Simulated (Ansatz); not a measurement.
# Ideal shear of a crystal plane in Si2W

Method: DFT PBEsol, scalar-relativistic, plane waves, PAW in Ansatz 0.2.0. Settings: plane waves to 420 eV, k-mesh 15×15×3 (Γ-centred), Gaussian smearing 0.15 eV. Spin–orbit coupling is left out, which can shift energies with elements as heavy as these. No spin polarisation. Energies are free energies at this smearing, counted from the undisturbed cell; pressure is positive in compression.

Zero of the scan (relaxed at this level):

```xyz
12
Lattice="-3.2025 0.0000 0.0000 0.0000 -3.2025 0.0000 0.0000 0.0000 15.6315" Properties=species:S:1:pos:R:3 pbc="T T T"
Si   -1.6012   -1.6012    4.5683
Si    0.0000    0.0000    0.6604
Si   -1.6012   -1.6012   12.3840
Si    0.0000    0.0000    8.4762
Si   -1.6012   -1.6012    7.1553
Si    0.0000    0.0000    3.2474
Si   -1.6012   -1.6012   14.9710
Si    0.0000    0.0000   11.0632
W     0.0000    0.0000   13.6775
W    -1.6012   -1.6012    9.7697
W     0.0000    0.0000    5.8618
W    -1.6012   -1.6012    1.9539
```

The cut lies on the cell's a–b face, a (0 0 1) plane (indices in the standard cell, whose axes needn't be the Cartesian ones shown) of area 10.26 Å², between layers 1.32 Å apart. Vector c is tilted by f times 1·a + 0·b (length 3.202 Å) with the atoms' Cartesian places fixed: one unrelaxed fault a cell. The traction is dγ/du, the slope of γ against the slip u in Å. Some rows repeat others by symmetry and weren't run.

| f | γ (mJ/m²) | traction (GPa) |
| --- | --- | --- |
| 0.0000 | 0 | 0.0 |
| 0.1000 | 448 | 27.5 |
| 0.2000 | 1698 | 48.9 |
| 0.3000 | 3433 | 56.3 |
| 0.4000 | 5062 | 41.0 |
| 0.5000 | 5779 | 0.0 |
| 0.6000 | 5062 | -41.0 |
| 0.8000 | 1698 | -48.9 |

**Question.** Read off the first barrier and the stress needed to climb it, and compare with Frenkel's sinusoid.

**Answer.** The first sampled maximum lies at f = 0.500, a slip of 1.60 Å, with γ ≈ 5779 mJ/m², which stands in for the unstable fault energy γ_us, and the steepest sampled slope before it is 56.3 GPa. A sinusoid γ = γ_us sin²(πu/λ) with its maximum there has λ = 3.20 Å and a largest slope πγ_us/λ = 56.7 GPa (1 mJ/m² per Å = 0.01 GPa).

**Question.** Is there a metastable fault on this line?

**Answer.** Apart from points where γ returns to about zero, no local minimum shows among the samples, so at this sampling the line offers no fault for a dislocation to split on; a fault can still lie off the line.

The cut is rigid; relaxing the faces lowers these energies and usually the stresses.

In a metal these slopes depend on the k mesh and the smearing.

Cost: 6 runs of about 9.4 core-minutes in all, on Arm Neoverse V2 (shared hosts).